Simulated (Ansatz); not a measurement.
# Cu2O (Cuprite) (Pn-3m) in Ansatz: band structure with PBE0

Aim: the band structure of Cu2O (Cuprite) with PBE0.

All numbers are computed with Ansatz 0.2.0; they aren't measurements. Logs are shortened: lines on timing, memory, paths and dates and some standing lists are left out, and cuts for length are marked.

**The experiment to reproduce.**

From “Importance of surface oxygen vacancies for ultrafast hot carrier relaxation and transport in Cu2O”, 2021, arxiv:2103.03167, for a bulk crystal of Cu2O: band gap 2.17 eV (direct).

The results are compared with them further down.

## Step 1: Starting point

The structure is cubic, space group Pn-3m (No. 224). The conventional cell has a = 4.260 Å, b = 4.260 Å, c = 4.260 Å, α = 90.00°, β = 90.00°, γ = 90.00°. Cu (site symmetry -3m) is surrounded by 2 O at 1.84 Å. O (site symmetry -43m) has 4 Cu at 1.84 Å as nearest neighbours.

## Step 2: Band structure, PBE0

Contents of input:

```
crystal:
  lattice:
    - [4.26, 0.0, 0.0]
    - [0.0, 4.26, 0.0]
    - [0.0, 0.0, 4.26]
  atoms:
    - { symbol: Cu, position: [0.75, 0.25, 0.75] }
    - { symbol: Cu, position: [0.75, 0.75, 0.25] }
    - { symbol: Cu, position: [0.25, 0.75, 0.75] }
    - { symbol: Cu, position: [0.25, 0.25, 0.25] }
    - { symbol: O, position: [0.5, 0.5, 0.5] }
    - { symbol: O, position: [0.0, 0.0, 0.0] }
hamiltonian:
  xc: pbe0
  pseudopotentials: { kind: paw }
kpoints:
  mp_grid: { grid: [4, 4, 4] }
  band_path:
    path:
      - [[0.0, 0.0, 0.0], [0.0, 0.5, 0.0], [0.5, 0.5, 0.0], [0.0, 0.0, 0.0], [0.5, 0.5, 0.5], [0.0, 0.5, 0.0]]
      - [[0.5, 0.5, 0.0], [0.5, 0.5, 0.5]]
    npoints: 4
scf:
  occupations: { method: fermi_dirac, width: 0.05 }
  n_extra_bands: 15
output:
  forces: true
  stress: true
  eigenvalues: true
  fatbands: false
  write_density: true
  write_potential: true
  elf: true
  volumetric_format: npy
```

Potentials or basis: Ansatz PAW.

Log:

```text
Warning: output.stress: scf.convergence.dr2_threshold = 1e-7 eV (the SCF's general default) is looser than the 6e-10 eV advised for a printed stress (1e-10 eV for each atom of the cell: 6). What an SCF threshold leaves in a stress goes as its square root, and in the free energy as the threshold itself, and one threshold admits the most on a small cell: of the crystals measured, under no hybrid functional and no lock of the moments, on runs that ended without the residual-converged pass, on stresses that held no estimate of that error, the worst erred by over 100 MPa in a component at 1e-7 eV an atom and by under 5 at 1e-10. Set scf.convergence.dr2_threshold to 6e-10 eV or tighter. The threshold is an SCF's pass mark: one that does not reach it within its budget of iterations ends unconverged, or closes short of it on a stop that the run arms, and scf.convergence.dr2_threshold's page says what that costs each kind of run
Warning: output.stress: scf.exx.energy_threshold = 1e-6 eV is looser than the 6e-8 eV advised for a stress under a hybrid functional (1e-8 eV for each atom of the cell: 6). Every SCF of the exchange loop can meet its threshold on dr2 while the loop round them stops early: no threshold on dr2 bounds what that leaves in the stress. Set scf.exx.energy_threshold to 6e-8 eV or tighter. The threshold is the loop's pass mark: a loop that does not reach it within its budget of cycles ends unconverged, and scf.exx.energy_threshold's page has the law
scf.n_extra_bands = 15 over 44 filled bands (N_el = 88.0): the run solves 59 bands
GPUs: using 1 of 1 available (devices: 1).
Engine: ansatz 0.2.0, x86_64-unknown-linux-gnu
Pseudopotentials: kind: paw
Pseudopotential: Cu, paw, valence charge 19, recommended cutoff 420 eV (normal), Cu.paw.azcp
Pseudopotential: O, paw, valence charge 6, recommended cutoff 420 eV (normal), O.paw.azcp
Functional definition: PBE0
  parameter a = 0.25
  parameter kappa = 0.804
  parameter beta = 0.06672455060314922
  exchange = (1 - a)*pbe_x(kappa = kappa, mu = beta*pi^2/3) + a*exact_x
  correlation = pbe_c(beta = beta)
device memory: the entry about to start is reckoned to put 1.2 GiB on a device that reports 70.0 GiB free (of which the cap on the GPU budget leaves the run 18.0 GiB)
GPU FFT provider: cuFFT
GPU libraries: cuBLAS 13.8.2, cuFFT 12.4.0, cuSOLVER 12.3.4
Crystal: 6 atoms, lattice volume = 77.309 Å³
Basis set: ecut = 420 eV, 1503 PW (Γ), exchange–correlation on 60×60×60 points (8 copies of the dense FFT grid, shifted against one another)
Bands: 59, of which v1, the nominal top of the filled ones, is band 44 counted from 1 (43 counted from 0)
Symmetry: 48 space group operations
Space group: Pn-3m (ITA 224), of the structure as read, at distance tolerance 4.3e-5 Å
k-points: 10 of 64
Non-local potential: Cu, projectors of the file, l = 0: 3, l = 1: 2, l = 2: 3, l = 3: 1
Non-local potential: O, projectors of the file, l = 0: 2, l = 1: 2, l = 2: 1
PAW form: soft (Blöchl's): semilocal exchange-correlation on the pseudo side does not see the compensation charge
PAW frozen core: Cu, regenerated for the run's functional, and the local potential with it (the file was generated under x = pbe(κ = 0.804, μ = 0.2195149727645171), c = pbe(β = 0.06672455060314922))
PAW frozen core: O, regenerated for the run's functional, and the local potential with it (the file was generated under x = pbe(κ = 0.804, μ = 0.2195149727645171), c = pbe(β = 0.06672455060314922))
PAW one-centre angular grid: Cu, 590 points (default); XC on 64 Gauss nodes
PAW one-centre angular grid: O, 110 points (default); XC on 64 Gauss nodes
Initial density: superposition of atomic densities (neutral atoms: chi_scale 0, normalization atom), corrected by the library's trained network
Initial wavefunctions: pseudopotential atomic-orbital guess
GPU buffer pool allocated for 27000 grid points (all kernels)
GPU transforms: local potential and band sums: pruned to the plane-wave sphere, on 30×30×30
Functional: x = pbe(κ = 0.804, μ = 0.2195149727645171), c = pbe(β = 0.06672455060314922), warm-up for x = 0.75 pbe(κ = 0.804, μ = 0.2195149727645171) + 0.25 exact, c = pbe(β = 0.06672455060314922)
SCF iter   1: F=—  HF=-27632.963680 eV  |F-HF|=—  |Δ(HF+E_count)|=         —  Δρ=1.89e-3  dr2=1.34e-3  ethr=1.77e-3  ⟨swp⟩=12.2  Hψ=2735  notcnv=0
preconditioner: auto → none  [insulator: Δε(μ)=0.535 eV  Ē_g=13.022 eV  σ=0.050 eV  W_gap=0.99  n_scr=26 (ndim 8)  ℏωp=31.6 eV  f_vac=0.023  D(μ)=0.01/eV (n_scr^D=0)]
[... 42 lines left out ...]
  Residual-converged pass: ⟨swp⟩=2.0  Hψ=732  notcnv=0  max |occ|·‖R‖ = 2.4e-6 eV (tolerance 2.4e-6 eV)  dr2=3.64e-9  dr2_onsite=4.94e-10  max |Δocc| = 2.1e-24
hybrid outer 2: dexx = +1.138e-5 eV, tail = 2.88e-7 eV, Δε = 6.76e-3 eV (about 2.54e-4 eV left of the loop's levels)
GPU FFT provider: cuFFT
GPU libraries: cuBLAS 13.8.2, cuFFT 12.4.0, cuSOLVER 12.3.4
GPU buffer pool allocated for 27000 grid points (all kernels)
GPU transforms: local potential and band sums: pruned to the plane-wave sphere, on 30×30×30
Exchange kernel: α = 0.2500, full range, Wigner–Seitz truncation, v(0) = 9951.3512 eV·Å³, q-mesh 4×4×4, nearest image of the exchange supercell L = 17.04 Å, pair-density grid 24×24×24, without the augmentation charges, whose exchange is taken in its separable form by FFT convolution over the k-point mesh (sized by the pseudopotential files, 30×30×30 at the most), smooth part of the exact exchange by density-matrix convolution in up to 2.60 GiB of GPU memory as planned if the GPU has room (build and FFT work areas not counted)
Frozen-core exchange: fock
SCF iter   1: F=—  HF=-27629.616129 eV  |F-HF|=—  |Δ(HF+E_count)|=         —  Δρ=4.56e-6  dr2=1.24e-8  ethr=1.64e-9  ⟨swp⟩=4.7  Hψ=1277  notcnv=0
preconditioner: auto → none  [insulator: Δε(μ)=2.757 eV  Ē_g=16.244 eV  σ=0.050 eV  W_gap=1.00  n_scr=26 (ndim 8)  ℏωp=31.6 eV  f_vac=0.028  D(μ)=0.00/eV (n_scr^D=0)]
SCF iter   2: F=-27629.616129 eV  HF=-27629.616129 eV  |F-HF|=1.15e-9  |Δ(HF+E_count)|=  7.35e-10  Δρ=1.19e-6  dr2=1.68e-9  ethr=1.20e-11  ⟨swp⟩=3.6  Hψ=1389  notcnv=0
SCF 4 converged in 2 iterations: F = -27629.616129 eV  dr2 = 1.68e-9
  Residual-converged pass: ⟨swp⟩=2.6  Hψ=1030  notcnv=0  max |occ|·‖R‖ = 2.2e-6 eV (tolerance 2.4e-6 eV)  dr2=1.67e-9  dr2_onsite=2.17e-9  max |Δocc| = 5.0e-23
hybrid outer 3: dexx = +5.966e-9 eV, tail = 7.84e-9 eV, Δε = 1.94e-4 eV (about 5.35e-5 eV left of the loop's levels), ΔF = 3.47e-18 eV/Å (tail 5.30e-4)
device memory: the entry about to start is reckoned to put 1.0 GiB on a device that reports 54.4 GiB free (of which the cap on the GPU budget leaves the run 18.0 GiB)
NSCF: frozen V_eff on 26 k-points, pencils in batches of 32, up to order 260
hybrid SCF converged: 3 outer / 16 inner (+5 warm-up), last move |dexx| = 5.97e-9 eV, tail = 7.84e-9 eV
Stability not checked: this state was not tested for a lower state beside it, because the functional holds exact exchange (a hybrid, or Hartree-Fock), whose exchange loop this test does not read (fock_operator; see scf.lower_state_search)
Free energy (F): -27629.616129 eV
Frozen-core exchange: fock
Harris-Foulkes:  -27629.616129 eV  (|F-HF|=1.15e-9)
Internal energy: -27629.616129 eV  (E = F + TS)
E sigma→0 (E₀):  -27629.616129 eV
Fermi energy:    10.985127 eV
--- Per-component energies (eV) ---
  E_band       = -2118.982679
  E_kinetic    = 1550.744394
  E_local      = -19839.250594  (includes V_loc(G=0)·N_el)
  E_nonlocal   = 1714.727757
  E_hartree    = 8704.359894
  E_xc         = -383.326690
  E_vxc        = -492.502150  (∫ρ·V_xc dr)
  E_exx        = -511.748681  (= α·E_x^exact, valence–valence)
  E_paw        = -6613.878355  (= ΣΔE_a)
  E_vpaw       = -1437.932058  (= ΣTr[D̂ρ^β])
  E_aug_tail   = 0.006047  (compensation charges beyond the density's cutoff)
  E_ewald      = -12250.259150
  E_core_change = -0.990754  (= ΣΔE_core)
  E_smearing   = -0.000000  (= −TS)
  E_closure    = 0.000003  (closes the sum)
  Σ components = -27629.616129   (vs F -27629.616129, Δ=0.00e0)
--- Forces (eV/Å), atoms counted from 1 ---
  atom   1  Cu     0.00000000    -0.00000000     0.00000000
  atom   2  Cu     0.00000000    -0.00000000    -0.00000000
  atom   3  Cu     0.00000000     0.00000000    -0.00000000
  atom   4  Cu     0.00000000    -0.00000000     0.00000000
  atom   5  O     -0.00000000     0.00000000     0.00000000
  atom   6  O      0.00000000     0.00000000     0.00000000
  max |Σ_I F_I| component: 4.63e-18 eV/Å
--- Stress (GPa, compression-positive) ---
        1.748073       0.000000       0.000000
        0.000000       1.748073       0.000000
        0.000000       0.000000       1.748073
  P = ⅓ Tr σ = 1.7481 GPa (17.481 kbar)
--- Band table (eV; the first three rows and the last of 10) ---
  k-point 0: bands = ["-107.6981", "-107.6965", "-107.6965", "-107.6965", "-63.6304", "-63.6157", "-63.6157", "-63.6157", "-63.4436", "-63.4436", "-63.4352", "-63.4352", "-63.4352", "-63.4304", "-63.4304", "-63.4304", "-12.2246", "-11.4286", "1.8187", "1.8187", "1.8187", "4.4655", "4.5944", "4.5944", "4.5944", "5.7075", "5.7075", "6.0227", "6.0227", "6.0227", "6.7326", "6.7326", "6.9595", "6.9595", "6.9595", "6.9639", "6.9639", "6.9639", "7.2811", "7.2811", "7.2811", "9.5731", "9.5731", "9.5731", "12.3303", "12.7456", "12.7456", "20.4154", "20.4154", "20.4154", "21.4373", "21.4373", "21.4373", "22.6895", "24.7381", "24.7381", "24.8734", "24.8734", "24.8734"]
  k-point 1: bands = ["-107.6980", "-107.6967", "-107.6964", "-107.6964", "-63.6282", "-63.6178", "-63.6156", "-63.6156", "-63.4424", "-63.4418", "-63.4365", "-63.4347", "-63.4347", "-63.4324", "-63.4309", "-63.4309", "-12.1069", "-11.5435", "2.0288", "2.0717", "2.0717", "3.6207", "3.9265", "3.9265", "5.0669", "5.8391", "6.0531", "6.0995", "6.3648", "6.3648", "6.7313", "6.7777", "6.7789", "6.8562", "6.9267", "6.9267", "7.0572", "7.2058", "7.2058", "7.3576", "7.3576", "8.0752", "9.4341", "9.4341", "12.9036", "13.6843", "14.2371", "18.9297", "19.5823", "20.0654", "20.0654", "20.3883", "20.3883", "24.2448", "24.7802", "25.2282", "26.3867", "26.3867", "27.3100"]
  k-point 2: bands = ["-107.6973", "-107.6973", "-107.6964", "-107.6964", "-63.6230", "-63.6230", "-63.6155", "-63.6155", "-63.4395", "-63.4395", "-63.4371", "-63.4371", "-63.4340", "-63.4340", "-63.4316", "-63.4316", "-11.8238", "-11.8238", "2.5516", "2.5516", "2.6527", "2.6527", "3.1825", "3.1825", "5.8370", "5.8370", "6.2330", "6.2330", "6.5126", "6.5126", "6.6548", "6.6548", "6.7880", "6.7880", "6.8562", "6.8562", "6.8955", "6.8955", "7.1419", "7.1419", "7.8093", "7.8093", "9.2357", "9.2357", "14.1459", "14.1459", "15.9435", "15.9435", "19.6071", "19.6071", "19.8663", "19.8663", "21.4279", "21.4279", "25.9991", "25.9991", "27.1120", "27.1120", "27.7422"]
  k-point 9: bands = ["-107.6968", "-107.6968", "-107.6968", "-107.6968", "-63.6299", "-63.6156", "-63.6156", "-63.6156", "-63.4429", "-63.4429", "-63.4429", "-63.4311", "-63.4311", "-63.4309", "-63.4309", "-63.4309", "-12.0380", "-11.5115", "1.9738", "1.9738", "1.9738", "3.6556", "3.6556", "3.6556", "5.7559", "5.7559", "5.7559", "6.1823", "6.1823", "6.4701", "6.4701", "6.4701", "6.9359", "6.9359", "6.9359", "6.9862", "6.9862", "6.9862", "7.2245", "7.2245", "8.6309", "8.7859", "8.7859", "8.7859", "14.1117", "14.1117", "14.1117", "17.1330", "17.1330", "17.1330", "19.0010", "20.2878", "26.2958", "26.2958", "27.4463", "27.4463", "27.4463", "28.2490", "28.2490"]
```

It took 63 s on 1 × NVIDIA H100 80GB HBM3 with 2 threads of AMD EPYC 7R13 (Zen 3), shared host; peak memory 2 GiB.

What came out:

- Free energy: -27629.6161 eV
- Pressure: 1.7 GPa
- Band gap on the k mesh: 2.76 eV, direct
- Band gap along the path: 2.76 eV, direct

Levels at the corners of the path, in eV from the valence-band top:
| point | band 41 | band 42 | band 43 | band 44 | band 45 | band 46 | band 47 | band 48 |
| --- | --- | --- | --- | --- | --- | --- | --- | --- |
| Γ | -2.29 | 0.00 | 0.00 | 0.00 | 2.76 | 3.17 | 3.17 | 10.84 |
| X | -1.76 | -1.76 | -0.34 | -0.34 | 4.57 | 4.57 | 6.37 | 6.37 |
| M | -1.79 | -1.79 | -0.72 | -0.72 | 4.09 | 4.09 | 6.26 | 6.26 |
| Γ | -2.29 | 0.00 | 0.00 | 0.00 | 2.76 | 3.17 | 3.17 | 10.84 |
| R | -0.94 | -0.79 | -0.79 | -0.79 | 4.54 | 4.54 | 4.54 | 7.56 |
| X | -1.76 | -1.76 | -0.34 | -0.34 | 4.57 | 4.57 | 6.37 | 6.37 |
| M | -1.79 | -1.79 | -0.72 | -0.72 | 4.09 | 4.09 | 6.26 | 6.26 |
| R | -0.94 | -0.79 | -0.79 | -0.79 | 4.54 | 4.54 | 4.54 | 7.56 |

Caveat: the pressure holds a Pulay correction of +0.4 GPa for the finite cutoff; the PAW data sets come from PBE, with cores solved anew for the run's functional, which leaves a small shift of forces and pressure; the thresholds are loose for stress.

## Step 3: Against experiment

Step 2. A measured gap of Cu2O is 2.17 eV (direct; quoted in “Importance of surface oxygen vacancies for ultrafast hot carrier relaxation and transport in Cu2O”, 2021, arxiv:2103.03167); the calculated 2.76 eV misses it by +0.59 eV. The value is that of PBE0, without temperature or zero-point motion.
